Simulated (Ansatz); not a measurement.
## A series in volume per atom on SnO

Results calculated with Ansatz 0.2.0, not measured. Periodic Kohn-Sham DFT of a crystal at fixed atoms; pressure and stress are positive in compression; the energy is the free energy less that of spherical unpolarised free atoms; site moments are those in the method's own spheres, positive along +z.

Cell of the first row (space group P4/nmm, No. 129):
```
CELL_PARAMETERS angstrom
3.72440 0.00000 0.00000
0.00000 3.72440 0.00000
0.00000 0.00000 4.73730
ATOMIC_POSITIONS crystal
Sn 0.00000 0.50000 0.23850
Sn 0.50000 0.00000 0.76150
O 0.00000 0.00000 0.00000
O 0.50000 0.50000 0.00000
```

Settings of every row: method frozen-core PAW; functional PBE; relativity scalar; k mesh 8x8x6; filling fermi-dirac; smearing width 0.01 eV; wave cutoff 420 eV; paw set soft_2.

Atom start moment: 0 on all atoms.

Limits of some rows: small gap, it may come from the mesh (row 6, 7, 8, 9).

| row | volume per atom (Å³) | pressure (GPa) |
| --- | --- | --- |
| 1 | 16.428 | 11.434 |
| 2 | 16.777 | 8.735 |
| 3 | 17.127 | 6.312 |
| 4 | 17.302 | 5.215 |
| 5 | 17.476 | 4.196 |
| 6 | 17.651 | 3.205 |
| 7 | 17.826 | 2.25 |
| 8 | 18.175 | ? |
| 9 | 18.525 | -1.123 |

Question: what pressure should row 8 give?

Worked fit of pressure. Take u = (V_r/V)^(2/3) − 1 with V_r = 17.389 Å³ an atom, which is twice the finite (Eulerian) strain; such expansions in the strain, on which the Birch-Murnaghan equation of state is built, carry the rest volume and the bulk modulus. The shown rows have u = 0.03863, 0.02417, 0.01017, 0.00335, -0.00332, -0.00992, -0.01641, -0.04131. Least squares give pressure = 4.6977 + 155.27 × u + 424.62 × u² + 1860 × u³ GPa; a parabola predicts inner rows, each left out in turn, worse (root mean square 0.031 against 0.014 GPa). The rows lie off it by -0.003, 0.010, -0.011, -0.008, 0.009, 0.008, -0.006, 0.000 (root mean square 0.0077 GPa). The pressure vanishes at u = -0.0328, or V = 18.28 Å³ an atom, and there the bulk modulus at fixed shape and fractions is B = −V dP/dV = (2/3)(1 + u) dP/du = 86 GPa. Letting shape and atoms relax would as a rule lower it, by much in layered, chain or molecular crystals. The withheld row has u = -0.02904, so the fit gives 4.6977 + 155.27 × (-0.02904) + 424.62 × (-0.02904)² + 1860 × (-0.02904)³ = 0.501 GPa.

The calculation gave 0.477 GPa. The fit lies 0.024 GPa (5 % of the value, 0.19 % of the column's range) above it; its largest miss of a shown row is 0.011 GPa.
